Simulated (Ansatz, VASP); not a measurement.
## One calculation of Si, two programs

```xyz
2
Lattice="0.0000 2.7167 2.7167 2.7167 0.0000 2.7167 2.7167 2.7167 0.0000" Properties=species:S:1:pos:R:3 pbc="T T T"
Si    1.3684    1.3684    1.3684
Si    0.0000    0.0000    0.0000
```

Change from the starting cell: atom 1 moved by [0.01, 0.01, 0.01] A.

Alike in both runs: task single point; functional PBEsol; k mesh 8 × 8 × 8; no spin polarisation.

|  | VASP | Ansatz |
| --- | --- | --- |
| version | VASP 6.6.1 | Ansatz 0.2.0 |
| potentials or method | VASP PAW PBE potentials, release 64 (Si), cutoff 520 eV | all-electron LAPW, scalar-relativistic |
| occupations | gaussian, width 0.01 eV | fixed |

|  | VASP | Ansatz | Ansatz less VASP |
| --- | --- | --- | --- |
| gap on the k mesh at the Fermi level (eV) | 0.41 | 0.42 | +0.007 |
| pressure (GPa) | 0.1 | 0.0 | -0.16 |
| largest component of the traceless stress (GPa) | 0.39 | 0.38 | -0.003 |
| rms of the force components (eV/Å) | 0.130 | 0.130 | -0.0002 |

Atom by atom the forces differ by 0.000 eV/Å (rms over components). Ansatz ran all-electron here, so the differences hold the error of VASP's frozen core and of both bases.

Caveats: the PAW data sets were made with another functional, which shifts forces and pressure a little (VASP).
